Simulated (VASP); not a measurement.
# Relaxed cell of TiO2 (Rutile): a test of cutoff and mesh

How far does the relaxed cell of TiO2 (Rutile) depend on cutoff and k mesh? The starting structure is a measured crystal structure from the Crystallography Open Database. The first relaxation on each setting starts from this cell expanded by 3 % in volume.

Method: Kohn-Sham DFT with plane waves and PAW; PBEsol, in VASP 6.6.1.

## (1) The structure

It takes space group P4_2/mnm (No. 136, tetragonal). The conventional cell has a = 4.592 Å, b = 4.592 Å, c = 2.957 Å, α = 90.00°, β = 90.00°, γ = 90.00°. Nearest to Ti lie 6 O at 1.95 to 1.98 Å. Nearest to O lie 3 Ti at 1.95 to 1.98 Å. Farther neighbours and most contacts between anions are not listed.

## (2) Reference relaxation

This run starts from the cell of an earlier relaxation, which isn't shown; the restart sets up the plane waves anew.

File INCAR:

```
SYSTEM = TiO2
PREC = Accurate
ENCUT = 520
EDIFF = 1E-06
NELM = 100
ISMEAR = 0
SIGMA = 0.03
LREAL = .FALSE.
ALGO = Normal
GGA = PS
NBANDS = 30
LASPH = .TRUE.
LORBIT = 11
LWAVE = .FALSE.
LCHARG = .FALSE.
KPAR = 8
IBRION = 2
NSW = 50
ISIF = 3
EDIFFG = -0.006
```

File POSCAR:

```
TiO2
1.0
    4.5948855126      0.0000000000      0.0000000000
    0.0000000000      4.5948855126      0.0000000000
    0.0000000000      0.0000000000      2.9427414413
Ti O
2 4
Direct
    0.5000000000      0.5000000000      0.5000000000
    0.0000000000      0.0000000000      0.0000000000
    0.8043565972      0.1956434028      0.5000000000
    0.6956434028      0.6956434028      0.0000000000
    0.1956434028      0.8043565972      0.5000000000
    0.3043565972      0.3043565972      0.0000000000
```

File KPOINTS:

```
Automatic mesh
0
Gamma
6 6 8
0 0 0
```

PAW data sets: Ti_sv and O (PBE family, release 64).

The run is started by

```bash
mpirun -np 8 vasp_std
```

The program printed:

```text
[banner, memory and clock lines left out]
running    8 mpi-ranks, on    1 nodes
 distrk:  each k-point on    1 cores,    8 groups
 distr:  one band on    1 cores,    1 groups

 POSCAR found type information on POSCAR TiO
 POSCAR found :  2 types and       6 ions
|                                                                             |
|           W    W    AA    RRRRR   N    N  II  N    N   GGGG   !!!           |
|           W    W   A  A   R    R  NN   N  II  NN   N  G    G  !!!           |
|           W    W  A    A  R    R  N N  N  II  N N  N  G       !!!           |
|           W WW W  AAAAAA  RRRRR   N  N N  II  N  N N  G  GGG   !            |
|           WW  WW  A    A  R   R   N   NN  II  N   NN  G    G                |
|           W    W  A    A  R    R  N    N  II  N    N   GGGG   !!!           |
|                                                                             |
|     For optimal performance we recommend to set                             |
|       NCORE = 2 up to number-of-cores-per-socket                            |
|     NCORE specifies how many cores store one orbital (NPAR=cpu/NCORE).      |
|     This setting can greatly improve the performance of VASP for DFT.       |
|     The default, NCORE=1 might be grossly inefficient on modern             |
|     multi-core architectures or massively parallel machines. Do your        |
|     Unfortunately you need to use the default for GW and RPA                |
|     calculations (for HF NCORE is supported but not extensively tested      |
|     yet).                                                                   |
|                                                                             |

|                                                                             |
|               ----> ADVICE to this user running VASP <----                  |
|                                                                             |
|     You enforced a specific xc type in the INCAR file but a different       |
|     [... a line on the potential file left out ...]
|     I HOPE YOU KNOW WHAT YOU ARE DOING!                                     |
|                                                                             |

 LDA part: xc-table for (Slater+PW92), standard interpolation
 POSCAR, INCAR and KPOINTS ok, starting setup
 FFT: planning ... GRIDC
 FFT: planning ... GRID_SOFT
 FFT: planning ... GRID
 WAVECAR not read
 entering main loop
       N       E                     dE             d eps       ncg     rms          rms(c)
DAV:   1     0.666070586755E+03    0.66607E+03   -0.24734E+04  3000   0.189E+03
DAV:   2     0.392985605914E+02   -0.62677E+03   -0.59419E+03  3218   0.553E+02
DAV:   3    -0.675805325961E+02   -0.10688E+03   -0.10451E+03  4526   0.206E+02
DAV:   4    -0.724082581104E+02   -0.48277E+01   -0.48220E+01  4134   0.443E+01
DAV:   5    -0.726009299536E+02   -0.19267E+00   -0.19263E+00  4054   0.740E+00    0.315E+01
DAV:   6    -0.566152602034E+02    0.15986E+02   -0.95267E+01  3686   0.962E+01    0.116E+01
DAV:   7    -0.563262019069E+02    0.28906E+00   -0.14079E+01  3630   0.313E+01    0.837E+00
DAV:   8    -0.563209380248E+02    0.52639E-02   -0.39563E+00  3564   0.199E+01    0.456E+00
DAV:   9    -0.560930128817E+02    0.22793E+00   -0.13987E+00  3562   0.114E+01    0.108E+00
DAV:  10    -0.561033151042E+02   -0.10302E-01   -0.11299E-01  3738   0.260E+00    0.525E-01
DAV:  11    -0.560990232427E+02    0.42919E-02   -0.18260E-02  3476   0.103E+00    0.745E-02
DAV:  12    -0.560992310438E+02   -0.20780E-03   -0.14053E-03  3238   0.401E-01    0.155E-01
DAV:  13    -0.560990189191E+02    0.21212E-03   -0.70417E-04  3686   0.259E-01    0.302E-02
DAV:  14    -0.560990180101E+02    0.90906E-06   -0.41201E-05  3774   0.563E-02    0.996E-03
DAV:  15    -0.560990188135E+02   -0.80341E-06   -0.44480E-06  3194   0.139E-02
   1 F= -.56099019E+02 E0= -.56099019E+02  d E =-.560990E+02
 curvature:   0.00 expect dE= 0.000E+00 dE for cont linesearch  0.000E+00
 trial: gam= 0.00000 g(F)=  0.690E-07 g(S)=  0.517E-05 ort = 0.000E+00 (trialstep = 0.100E+01)
 search vector abs. value=  0.524E-05
 reached required accuracy - stopping structural energy minimisation
```

Run time: 8.2 s. Hardware: 8 MPI ranks of Intel Xeon 6975P-C (Granite Rapids), shared host; peak memory 1.8 GiB; 50 s of CPU time.

Lines that name or quote the potential files are left out of all logs, and their timing lines are given in words.

OUTCAR, selected parts (step 2):

```text
ion  position               nearest neighbor table
   1  0.500  0.500  0.500-   4 1.94   6 1.94   4 1.94   6 1.94   5 1.98   3 1.98
   2  0.000  0.000  0.000-   3 1.94   5 1.94   3 1.94   5 1.94   4 1.98   6 1.98
   3  0.804  0.196  0.500-   2 1.94   2 1.94   1 1.98
   4  0.696  0.696  0.000-   1 1.94   1 1.94   2 1.98
   5  0.196  0.804  0.500-   2 1.94   2 1.94   1 1.98
   6  0.304  0.304  0.000-   1 1.94   1 1.94   2 1.98

  LATTYP: Found a simple tetragonal cell.
 ALAT       =     4.5948855126
 C/A-ratio  =     0.6404384686

 Subroutine GETGRP returns: Found 16 space group operations
 (whereof  8 operations were pure point group operations)

The static configuration has the point symmetry D_2h.
 The point group associated with its full space group is D_4h.

 Found     50 irreducible k-points:

   k-points           NKPTS =     50   k-points in BZ     NKDIM =     50   number of bands    NBANDS=     30

   dimension x,y,z NGX =    36 NGY =   36 NGZ =   24
   dimension x,y,z NGXF=    72 NGYF=   72 NGZF=   48

   ENCUT  =  520.0 eV  38.22 Ry    6.18 a.u.   8.54  8.54  5.47*2*pi/ulx,y,z

   NELECT =      48.0000    total number of electrons

 k-points in reciprocal lattice and weights: Automatic mesh
   0.00000000  0.00000000  0.00000000       0.003
   0.16666667  0.00000000  0.00000000       0.014
   0.33333333  0.00000000  0.00000000       0.014
   0.50000000  0.00000000  0.00000000       0.007
   0.16666667  0.16666667  0.00000000       0.014
   0.33333333  0.16666667  0.00000000       0.028
   0.50000000  0.16666667  0.00000000       0.014
   0.33333333  0.33333333  0.00000000       0.014
   0.50000000  0.33333333  0.00000000       0.014
[...]
0.50000000  0.33333333  0.50000000       0.014
   0.50000000  0.50000000  0.50000000       0.003

 average (electrostatic) potential at core
       1 -75.9427       2 -75.9427       3 -69.2565       4 -69.2565       5 -69.2565
       6 -69.2565

 E-fermi :   4.9877

 k-point     1 :       0.0000    0.0000    0.0000
  band No.  band energies     occupation
    ...
     20       2.8031      2.00000
     21       4.0864      2.00000
     22       4.3173      2.00000
     23       4.3173      2.00000
     24       4.7748      2.00000
     25       6.6052      0.00000
     26       6.8829      0.00000
     27       7.1788      0.00000
     28       7.2750      0.00000
     29       7.2750      0.00000
    ...

 k-point     2 :       0.1667    0.0000    0.0000
  band No.  band energies     occupation
    ...
     20       2.8158      2.00000
     21       3.8112      2.00000
     22       3.9064      2.00000
     23       4.0922      2.00000
     24       4.6745      2.00000
     25       6.7608      0.00000
     26       7.0823      0.00000
     27       7.3842      0.00000
     28       7.3869      0.00000
     29       7.4320      0.00000
    ...

 k-point     3 :       0.3333    0.0000    0.0000
  band No.  band energies     occupation
    ...
     20       2.7304      2.00000
     21       2.9018      2.00000
     22       3.5147      2.00000
     23       3.8693      2.00000
     24       4.3669      2.00000
     25       7.0601      0.00000
     26       7.3080      0.00000
     27       7.6374      0.00000
     28       7.7131      0.00000
     29       7.8373      0.00000
    ...

  Total       -0.0116875     -0.0116875     -0.0192436      0.0000000      0.0000000      0.0000000
  in kB       -0.3013921     -0.3013921     -0.4962435      0.0000000      0.0000000      0.0000000
  external PRESSURE =      -0.3663425 kB  Pullay stress =       0.0000000 kB

  energy-cutoff  :      520.00
  volume of cell :       62.13
      direct lattice vectors                 reciprocal lattice vectors
     4.594885513  0.000000000  0.000000000     0.217633279  0.000000000  0.000000000
     0.000000000  4.594885513  0.000000000     0.000000000  0.217633279  0.000000000
     0.000000000  0.000000000  2.942741441     0.000000000  0.000000000  0.339819186

 POSITION                                       TOTAL-FORCE (eV/Angst)
 -----------------------------------------------------------------------------------
      2.29744      2.29744      1.47137         0.000000      0.000000      0.000000
      0.00000      0.00000      0.00000         0.000000      0.000000      0.000000
      3.69593      0.89896      1.47137         0.000423     -0.000423     -0.000000
      3.19640      3.19640      0.00000        -0.000423     -0.000423     -0.000000
      0.89896      3.69593      1.47137        -0.000423      0.000423      0.000000
      1.39848      1.39848      0.00000         0.000423      0.000423      0.000000
 -----------------------------------------------------------------------------------
    total drift:                                0.000000      0.000000      0.000000

  FREE ENERGIE OF THE ION-ELECTRON SYSTEM (eV)
  ---------------------------------------------------
  free  energy   TOTEN  =       -56.0990188135 eV

  energy  without entropy=      -56.0990188135  energy(sigma->0) =      -56.09901881

 reached required accuracy - stopping structural energy minimisation

 total charge
# of ion       s       p       d       tot
------------------------------------------
    1        2.226   6.310   1.736  10.273
    2        2.226   6.310   1.736  10.273
    3        1.568   3.485   0.000   5.052
    4        1.568   3.485   0.000   5.052
    5        1.568   3.485   0.000   5.052
    6        1.568   3.485   0.000   5.052
--------------------------------------------------
tot         10.724  26.558   3.473  40.755

[... 3 further parts left out ...]
```

CONTCAR:

```
TiO2
   1.00000000000000
     4.5948855126000003    0.0000000000000000    0.0000000000000000
     0.0000000000000000    4.5948855126000003    0.0000000000000000
     0.0000000000000000    0.0000000000000000    2.9427414412999999
  Ti              O
     2     4
Direct
     0.5000000000000000    0.5000000000000000    0.5000000000000000
     0.0000000000000000    0.0000000000000000    0.0000000000000000
     0.8043565971999982    0.1956434028000018    0.5000000000000000
     0.6956434028000018    0.6956434028000018    0.0000000000000000
     0.1956434028000018    0.8043565971999982    0.5000000000000000
     0.3043565971999982    0.3043565971999982    0.0000000000000000
```

The PAW data sets were made with PBE, which is usual practice but a small mismatch for other functionals. The run keeps the 16 symmetry operations of its start, so it cannot find a distortion of lower symmetry.

The reference relaxation ends at 10.355 Å³ an atom.

## (3) Relaxation with a cutoff of 400 eV

Against step 2 the input has ENCUT = 400. This run starts from the cell of an earlier relaxation, which isn't shown; the restart sets up the plane waves anew.

Edit INCAR of step 2 so:

```diff
@@ -2,3 +2,3 @@
 PREC = Accurate
-ENCUT = 520
+ENCUT = 400
 EDIFF = 1E-06
```

File POSCAR:

```
TiO2
1.0
    4.5560361456      0.0000000000      0.0000000000
    0.0000000000      4.5560361456      0.0000000000
    0.0000000000      0.0000000000      2.9311709562
Ti O
2 4
Direct
    0.5000000000      0.5000000000      0.5000000000
    0.0000000000      0.0000000000      0.0000000000
    0.8036831161      0.1963168839      0.5000000000
    0.6963168839      0.6963168839      0.0000000000
    0.1963168839      0.8036831161      0.5000000000
    0.3036831161      0.3036831161      0.0000000000
```

KPOINTS is that of step 2.

The run is started by

```bash
mpirun -np 8 vasp_std
```

The program printed:

```text
[banner, memory and clock lines left out]
running    8 mpi-ranks, on    1 nodes
[...]
[... a notice as in an earlier step ...]

 [... a notice as in an earlier step ...]

 LDA part: xc-table for (Slater+PW92), standard interpolation
 POSCAR, INCAR and KPOINTS ok, starting setup
[...]
entering main loop
       N       E                     dE             d eps       ncg     rms          rms(c)
DAV:   1     0.597108018813E+03    0.59711E+03   -0.21038E+04  3000   0.160E+03
DAV:   2     0.127979040388E+02   -0.58431E+03   -0.55594E+03  3444   0.503E+02
DAV:   3    -0.682651867573E+02   -0.81063E+02   -0.79652E+02  4394   0.182E+02
DAV:   4    -0.721838306085E+02   -0.39186E+01   -0.39142E+01  4122   0.384E+01
[...]
DAV:  13    -0.561294061722E+02    0.18373E-03   -0.54828E-04  3638   0.228E-01    0.346E-02
DAV:  14    -0.561294019000E+02    0.42722E-05   -0.38740E-05  3982   0.586E-02    0.121E-02
DAV:  15    -0.561294025684E+02   -0.66845E-06   -0.44849E-06  3202   0.160E-02
   1 F= -.56129403E+02 E0= -.56129403E+02  d E =-.561294E+02
[... from here on, the cycles between the ionic steps are left out ...]
   2 F= -.56123432E+02 E0= -.56123432E+02  d E =0.597089E-02
   3 F= -.56132178E+02 E0= -.56132178E+02  d E =-.277525E-02
   4 F= -.56132176E+02 E0= -.56132176E+02  d E =-.277378E-02
   5 F= -.56132334E+02 E0= -.56132334E+02  d E =-.157767E-03
 trial-energy change:   -0.000158  1 .order   -0.000158   -0.000303   -0.000012
 step:   0.9072(harm=  0.9072)  dis= 0.00099  next Energy=   -56.132334 (dE=-0.158E-03)
 reached required accuracy - stopping structural energy minimisation
```

Wall time 28 s (8 MPI ranks); peak memory 1.5 GiB; 2.9 min of CPU time.

Parts of OUTCAR (step 3):

```text
  Total       -0.0216937     -0.0216937     -0.0208898      0.0000000      0.0000000      0.0000000
  in kB       -0.5753267     -0.5753267     -0.5540053      0.0000000      0.0000000      0.0000000
  external PRESSURE =      -0.5682196 kB  Pullay stress =       0.0000000 kB

 POSITION                                       TOTAL-FORCE (eV/Angst)
 -----------------------------------------------------------------------------------
      2.27175      2.27175      1.46325         0.000000      0.000000     -0.000000
      4.54351      0.00000      0.00000         0.000000      0.000000     -0.000000
      3.65058      0.89293      1.46325        -0.000469      0.000469      0.000000
      3.16468      3.16468      2.92650         0.000469      0.000469      0.000000
      0.89293      3.65058      1.46325         0.000469     -0.000469     -0.000000
      1.37883      1.37883      0.00000        -0.000469     -0.000469     -0.000000
 -----------------------------------------------------------------------------------
    total drift:                                0.000000     -0.000000      0.000000

  FREE ENERGIE OF THE ION-ELECTRON SYSTEM (eV)
  ---------------------------------------------------
  free  energy   TOTEN  =       -56.1323341179 eV

  energy  without entropy=      -56.1323341179  energy(sigma->0) =      -56.13233412

[... 2 parts as in an earlier step ...]

[... 2 further parts left out ...]
[key lines of the parts left out:]
E-fermi :   5.2410
```

With a cutoff of 400 eV the cell ends at 10.069 Å³ an atom, -2.76 % from the reference.

## (4) Relaxation with a 3×3×4 mesh

Against step 2 the input has a 3×3×4 mesh (also changed: KPAR and NCORE). This run starts from the cell of an earlier relaxation, which isn't shown; the restart sets up the plane waves anew.

Edit INCAR of step 3 so:

```diff
@@ -2,3 +2,3 @@
 PREC = Accurate
-ENCUT = 400
+ENCUT = 520
 EDIFF = 1E-06
@@ -15,3 +15,4 @@
 LCHARG = .FALSE.
-KPAR = 8
+KPAR = 4
+NCORE = 2
 IBRION = 2
```

File POSCAR:

```
TiO2
1.0
    4.5914552918      0.0000000000      0.0000000000
    0.0000000000      4.5914552918      0.0000000000
    0.0000000000      0.0000000000      2.9463193816
Ti O
2 4
Direct
    0.5000000000      0.5000000000      0.5000000000
    0.0000000000      0.0000000000      0.0000000000
    0.8043242870      0.1956757130      0.5000000000
    0.6956757130      0.6956757130      0.0000000000
    0.1956757130      0.8043242870      0.5000000000
    0.3043242870      0.3043242870      0.0000000000
```

File KPOINTS:

```
Automatic mesh
0
Gamma
3 3 4
0 0 0
```

The run is started by

```bash
mpirun -np 8 vasp_std
```

The program printed:

```text
[banner, memory and clock lines left out]
running    8 mpi-ranks, on    1 nodes
[...]
[... a notice as in an earlier step ...]

 LDA part: xc-table for (Slater+PW92), standard interpolation
 POSCAR, INCAR and KPOINTS ok, starting setup
[...]
entering main loop
       N       E                     dE             d eps       ncg     rms          rms(c)
DAV:   1     0.659439620806E+03    0.65944E+03   -0.24780E+04   540   0.190E+03
DAV:   2     0.407622016270E+02   -0.61868E+03   -0.58759E+03   558   0.552E+02
DAV:   3    -0.676984332358E+02   -0.10846E+03   -0.10677E+03   832   0.206E+02
DAV:   4    -0.724051209937E+02   -0.47067E+01   -0.47015E+01   738   0.433E+01
[...]
DAV:  13    -0.560843734686E+02    0.19082E-03   -0.68304E-04   664   0.255E-01    0.291E-02
DAV:  14    -0.560843731665E+02    0.30207E-06   -0.37230E-05   706   0.539E-02    0.931E-03
DAV:  15    -0.560843739055E+02   -0.73892E-06   -0.53355E-06   614   0.137E-02
   1 F= -.56084374E+02 E0= -.56084374E+02  d E =-.560844E+02
[...]
reached required accuracy - stopping structural energy minimisation
```

Run time: 3.6 s. Hardware: 8 MPI ranks; peak memory 1.2 GiB; 19 s of CPU time.

From OUTCAR (step 4):

```text
  Total        0.0035957      0.0035957     -0.0029615      0.0000000      0.0000000      0.0000000
  in kB        0.0927507      0.0927507     -0.0763907      0.0000000      0.0000000      0.0000000
  external PRESSURE =       0.0363702 kB  Pullay stress =       0.0000000 kB

 POSITION                                       TOTAL-FORCE (eV/Angst)
 -----------------------------------------------------------------------------------
      2.29573      2.29573      1.47316         0.000000      0.000000      0.000000
      0.00000      0.00000      0.00000         0.000000      0.000000      0.000000
      3.69302      0.89844      1.47316         0.001277     -0.001277      0.000000
      3.19416      3.19416      0.00000        -0.001277     -0.001277      0.000000
      0.89844      3.69302      1.47316        -0.001277      0.001277      0.000000
      1.39729      1.39729      0.00000         0.001277      0.001277      0.000000
 -----------------------------------------------------------------------------------
    total drift:                                0.000000      0.000000      0.000000

  FREE ENERGIE OF THE ION-ELECTRON SYSTEM (eV)
  ---------------------------------------------------
  free  energy   TOTEN  =       -56.0843739055 eV

  energy  without entropy=      -56.0843739055  energy(sigma->0) =      -56.08437391

[... 1 part as in an earlier step ...]

[... 3 further parts left out ...]
[key lines of the parts left out:]
E-fermi :   4.9727
```

With a 3×3×4 mesh the cell ends at 10.352 Å³ an atom, -0.03 % from the reference.

(Part 1 of 2 ends here.)

[Lines on the potential files, build, host, timing and source positions are cut from VASP's logs without a mark.]

[Logs are printed without paths, hosts, clocks, repeated set-up lines and the standing remarks that a program may print on its own settings, such as how far it seeks lower states.]

[Hosts, paths, dates, database ids (printed as entryN), source tags and the programs' standing remarks are cut or masked in the printed files.]
